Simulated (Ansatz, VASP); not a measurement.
# One calculation of SiC, two programs

```xyz
8
Lattice="3.0757 0.0000 0.0000 -1.5378 2.6636 0.0000 0.0000 0.0000 10.0706" Properties=species:S:1:pos:R:3 pbc="T T T"
Si    0.0000    0.0000    1.8922
Si    0.0000    0.0000    6.9275
Si    0.0000    1.7758    4.4094
Si    1.5378    0.8879    9.4447
C     0.0000    0.0000    0.0046
C     0.0000    0.0000    5.0400
C     0.0000    1.7758    2.5157
C     1.5378    0.8879    7.5510
```

The cell is a database's computed one.

Alike in both runs: task relaxation of cell and atoms; functional BLYP; dispersion D3(BJ); k mesh 10 × 10 × 3; occupations fermi-dirac, width 0.05 eV; no spin polarisation.

|  | VASP | Ansatz |
| --- | --- | --- |
| version | VASP 6.6.1 | Ansatz 0.2.0 |
| potentials or method | VASP PAW PBE potentials, release 64 (Si, C) | Ansatz PAW |
| plane-wave cutoff (eV) | 600 | 420 |
| valence electrons in the cell | 32 | 32 |

Ansatz gave:

| Item | Value |
| --- | --- |
| relaxed volume (Å³/atom) | 10.24 |
| relaxed cell length with the largest relative difference (Å) | 3.068 |

**Question.** Which values does VASP return?

**Answer.** Relaxed volume (Å³/atom): 10.26; relaxed cell length with the largest relative difference (Å): 3.070.

Caveats: the PAW data sets were made with another functional, which shifts forces and pressure a little (VASP); the plane-wave basis is chosen anew once the cell has moved, so the energies of steps on either side of that aren't comparable (Ansatz); the pressure holds a Pulay correction of +0.4 GPa for the finite cutoff (Ansatz); the PAW data sets come from PBE, with cores solved anew for the run's functional, which leaves a small shift of forces and pressure (Ansatz). A k mesh can miss the band edges.
